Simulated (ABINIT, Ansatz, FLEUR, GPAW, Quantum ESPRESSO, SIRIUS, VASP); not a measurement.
## One calculation of TiTe2, 7 ways

```
Te Ti
1.0
     3.77700    0.00000    0.00000
    -1.88850    3.27098    0.00000
     0.00000    0.00000    6.49800
Te Ti
2 1
Direct
  0.33333 0.66667 0.73720
  0.66667 0.33333 0.26280
  0.00000 0.00000 0.00000
```

Alike in all runs: task single point; functional PBEsol; k mesh 8 × 8 × 4; occupations fermi-dirac, width 0.05 eV; no spin polarisation; no spin-orbit coupling. Pressure is positive in compression and, in plane waves, holds the error of the finite cutoff.

```tsv
program and potentials	plane-wave cutoff (eV)	notes	pressure (GPa)	largest force (eV/Å)
VASP, PBE PAW files Te, Ti_sv, 520 eV	520	potentials made for PBE; 8 valence electrons an atom on average	-2.23	0.110
SIRIUS, PseudoDojo 0.4.1 PBEsol standard (scalar relativistic)	1152	14.67 valence electrons an atom on average	-2.18	0.120
FLEUR, all-electron, FLAPW	-	-	-	?
GPAW, PAW data sets generated for this functional	600	8 valence electrons an atom on average	-2.61	0.126
Ansatz, all-electron LAPW, scalar-relativistic	-	-	-2.28	0.129
ABINIT, PseudoDojo NC SR PBEsol v0.4.1 standard	1143	14.67 valence electrons an atom on average	-2.18	0.119
Quantum ESPRESSO, GBRV 1.5 PBEsol	612	8 valence electrons an atom on average	-2.21	0.108
```

Problem. Estimate from the other rows what the run with FLEUR, all-electron, FLAPW gave.

Solution. Largest force 0.128 eV/Å. The other rows, which needn't bracket it: pressure -2.61 to -2.18; largest force 0.108 to 0.129.
